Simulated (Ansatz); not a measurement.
Crystal: CsPbBr3.

```
CELL_PARAMETERS angstrom
5.87000 0.00000 0.00000
0.00000 5.87000 0.00000
0.00000 0.00000 5.87000
ATOMIC_POSITIONS crystal
Pb 0.50000 0.50000 0.50000
Cs 0.00000 0.00000 0.00000
Br 0.50000 0.50000 0.00000
Br 0.50000 0.00000 0.50000
Br 0.00000 0.50000 0.50000
```

Measurements of this composition are mostly on another form, of space group No. 62.

* Program: Ansatz 0.2.0
* Task: relaxation of cell and atoms
* Functional: r2SCAN
* Potentials or basis: Ansatz PAW
* Cutoff: 500 eV (not typed: the program's choice for these potentials)
* k mesh: 5 × 5 × 5
* Occupations: fermi-dirac, width 0.05 eV
* Spin: no spin polarisation

At the start: volume 40.45 Å³/atom.

Task: Where does the relaxation end?

Result: It ends after 4 steps and the volume is 41.76 Å³/atom (+3.2 %); space group Pm-3m (No. 221, to 0.05 Å).

The path:
```csv
step,energy change (eV),largest force (eV/Å),volume (Å³)
1,0.0000,0.0000,202.26
2,-0.0124,0.0000,206.28
3,-0.0145,0.0000,208.79
4,-0.0150,0.0000,208.79
```

Final structure:
```cif
data_structure
_symmetry_space_group_name_H-M 'P 1'
_symmetry_Int_Tables_number 1
_cell_length_a 5.9325
_cell_length_b 5.9325
_cell_length_c 5.9325
_cell_angle_alpha 90.000
_cell_angle_beta 90.000
_cell_angle_gamma 90.000
_cell_volume 208.79
loop_
_atom_site_label
_atom_site_type_symbol
_atom_site_fract_x
_atom_site_fract_y
_atom_site_fract_z
_atom_site_occupancy
Pb1 Pb 0.50000 0.50000 0.50000 1
Cs1 Cs 0.00000 0.00000 0.00000 1
Br1 Br 0.50000 0.50000 0.00000 1
Br2 Br 0.50000 0.00000 0.50000 1
Br3 Br 0.00000 0.50000 0.50000 1
```

Caveat: the plane-wave basis is chosen anew once the cell has moved, so the energies of steps on either side of that aren't comparable; the PAW data sets come from PBE, with cores solved anew for the run's functional, which leaves a small shift of forces and pressure.
